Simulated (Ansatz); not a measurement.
Set up this calculation in Ansatz 0.2.0, as the native input.

- Task: projected density of states
- Functional: rPW86-PBE
- Dispersion: rVV10
- Potentials or basis: Ansatz PAW
- Cutoff: 420 eV (not typed: the program's choice for these potentials)
- k mesh: 13 × 13 × 13
- Occupations: fermi-dirac, width 0.1 eV
- Spin: no spin polarisation

The system is Br.

```
Br
1.0
    -1.42349    1.42349    3.57752
     1.42349   -1.42349    3.57752
     1.42349    1.42349   -3.57752
Br
1
Direct
  0.00000 0.00000 0.00000
```

One way to write it, as run:

input.yaml

```yaml
crystal:
  lattice: { a: 2.84698341, b: 2.84698341, c: 7.15503474, alpha: 90.0, beta: 90.0, gamma: 90.0 }
  space_group: 139
  reduce_to_primitive: true
  atoms:
    - { symbol: Br, wyckoff: "2a", position: [0.0, 0.0, 0.0] }
hamiltonian:
  xc: { exchange: rpw86, correlation: pbe }
  pseudopotentials: { kind: paw }
  dispersion: rvv10
kpoints:
  mp_grid: { grid: [13, 13, 13] }
scf:
  occupations: { method: fermi_dirac, width: 0.1 }
  n_extra_bands: 6
output:
  forces: true
  stress: true
  eigenvalues: true
  dos: { projected: true, de: 0.05, nscf_kmesh: { grid: [20, 20, 20] } }
```

Potentials or basis: Ansatz PAW.

Command:

```console
$ ansatz run input.yaml --threads 1 --pin off --max-ram 2560MiB --backend cpu --events-out ev --progress --plain --runs-dir out
```

Results of the run:

The pressure is 1.7 GPa and the band gap on the k mesh is none (metal or under the smearing width). The density of states at the Fermi level is 0.50 states/eV per cell.

Caveat: an odd number of electrons without spin polarisation forces a metal; a magnetic or distorted state may lie lower; the PAW data sets come from PBE, with cores solved anew for the run's functional, which leaves a small shift of forces and pressure.

It took 8.2 s on 1 thread of Arm Neoverse V2, on a shared host, peak memory 0.36 GiB.
